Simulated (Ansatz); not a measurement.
# What DFT gives for Ag

```
Ag
1.0
     1.51831    2.62979    0.00000
    -1.51831    2.62979    0.00000
     0.00000    0.00000    4.75293
Ag
2
Direct
  0.33333 0.33333 0.25000
  0.66667 0.66667 0.75000
```

Level: PBE, no spin polarisation; 420 eV; 10×10×6 Γ-centred mesh; cold occupations (width 0.0299 eV); Ansatz 0.2.0, fixed geometry.

(1) Metal or insulator?

(2) Is the cell too large or too small?

(3) Describe some of the short contacts.

Origin: a known structure type with other elements, at an estimated volume, so it need not be a known compound.

## Answers

(1) It is a metal, with about 0.63 states/eV a cell as the mean within 0.25 eV of the Fermi level.

(2) The pressure is -4.2 GPa (compression positive), so with the atoms held at these fractions the cell would first shrink. The principal stresses -4.9, -4.9, -2.8 GPa differ, so its shape would change too.

(3) Ag–Ag at 2.95 Å: least valence density 0.19 e/Å³ and ELF 0.15 there. Both are smooth PAW fields, read partly inside the augmentation spheres.
